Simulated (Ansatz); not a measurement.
## (001) slab of rocksalt SnTe, 9.4 Å thick as cut, bare faces

All numbers below come from Ansatz, DFT, PBEsol, PAW, plane waves.

Command:

```sh
ansatz run in.yaml --threads 8 --pin off --max-ram 15200MiB --runs-dir r --events-out ev --progress --plain
```

The input less its lattice and atoms:

```yaml
kpoints:
  mp_grid: { grid: [6, 6, 1] }
hamiltonian:
  xc: pbesol
scf:
  occupations: { method: fermi_dirac, width: 0.01 }
relax:
  f_tol: 0.03
  max_steps: 80
  escape_saddle: false
  adjacent_minimum: "off"
output:
  forces: true
  eigenvalues: true
  populations: true
```

Start:

```
Te Sn
1.0
     3.14225    3.14225    0.00000
    -3.14225    3.14225    0.00000
     0.00000    0.00000   22.42675
Te Sn
4 4
Direct
  0.50563 0.50597 0.29097
  0.49930 0.49947 0.56881
  0.00239 0.99854 0.43003
  0.99971 0.99750 0.70955
  0.00053 0.00483 0.28987
  0.00306 0.99948 0.57218
  0.49931 0.49554 0.42949
  0.50279 0.49982 0.70934
```

Steps:

```tsv
step	energy less the first (eV)	largest force component (eV/Å)
start	0.000	0.474
1	-0.147	0.182
2	-0.159	0.075
3	-0.169	0.025
```

A structure on the way, about -0.16 eV from the start:

```
Te Sn
1.0
     3.14225    3.14225    0.00000
    -3.14225    3.14225    0.00000
     0.00000    0.00000   22.42675
Te Sn
4 4
Direct
  0.50068 0.49886 0.28667
  0.50189 0.50001 0.56797
  0.00224 0.00134 0.43222
  0.00269 0.00053 0.71330
  0.99621 0.99844 0.30104
  0.00323 0.00041 0.58061
  0.50031 0.49951 0.41924
  0.50547 0.50203 0.69917
```

End:

```xyz
8
Lattice="3.1423 3.1423 0.0000 -3.1423 3.1423 0.0000 0.0000 0.0000 22.4267" Properties=species:S:1:pos:R:3 pbc="T T T"
Te    0.0016    3.1487    6.4697
Te    0.0067    3.1510   12.7706
Te   -3.1360    3.1437    9.6583
Te    0.0068    0.0086   15.9568
Sn   -0.0015    6.2751    6.7100
Sn    0.0071    0.0095   12.9865
Sn    0.0001    3.1441    9.4412
Sn    0.0093    3.1586   15.7190
```

The calculation finished and met its thresholds.

Time: 33 s of wall time on 8 threads of an EPYC 7R43 processor, on a host shared with other runs; peak host memory 1.8 GiB.

Q: How much energy did the relaxation gain, and which atom moved most?

A: 0.17 eV in 3 steps, from a start with small random displacements; atom 5 (Sn) moved 0.21 Å, the median atom 0.11 Å (drift of the whole cell removed).
